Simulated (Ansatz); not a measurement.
Crystal: Ti3Al.

```xyz
4
Lattice="2.9275 0.0000 0.0000 -1.4638 2.5353 0.0000 0.0000 0.0000 9.2264" Properties=species:S:1:pos:R:3 pbc="T T T"
Ti    0.0000    1.6902    2.3011
Ti    0.0000    1.6902    6.9253
Ti    1.4638    0.8451    0.0000
Al    1.4638    0.8451    4.6132
```

The cell comes from a database or a generator and needn't be the stable form of this composition.

- Program: Ansatz 0.2.0
- Task: relaxation of cell and atoms
- Functional: PBEsol
- Dispersion: D3(BJ)-ATM
- Potentials or basis: Ansatz PAW
- Cutoff: 420 eV (not typed: the program's choice for these potentials)
- k mesh: 10 × 10 × 3
- Occupations: fermi-dirac, width 0.05 eV
- Spin: no spin polarisation

At the start: volume 17.12 Å³/atom.

**Question.** How do energy, volume and symmetry change on relaxing?

**Answer.** It ends after 4 steps and the volume is 15.99 Å³/atom (-6.6 %); space group P-6m2 (No. 187, to 0.05 Å).

Step by step:
```csv
step,energy change (eV),largest force (eV/Å),volume (Å³)
1,0.0000,0.0837,68.48
2,-0.1120,0.0168,64.34
3,-0.1130,0.0000,63.98
4,-0.1125,0.0000,63.98
```

Final structure:
```
Ti Al
1.0
     2.85677    0.00000    0.00000
    -1.42838    2.47403    0.00000
     0.00000    0.00000    9.05186
Ti Al
3 1
Direct
  0.33333 0.66667 0.24902
  0.33333 0.66667 0.75098
  0.66667 0.33333 0.00000
  0.66667 0.33333 0.50000
```

Caveat: the plane-wave basis is chosen anew once the cell has moved, so the energies of steps on either side of that aren't comparable; pairwise dispersion overbinds metals, which lowers pressure and volume; the PAW data sets come from PBE, with cores solved anew for the run's functional, which leaves a small shift of forces and pressure.
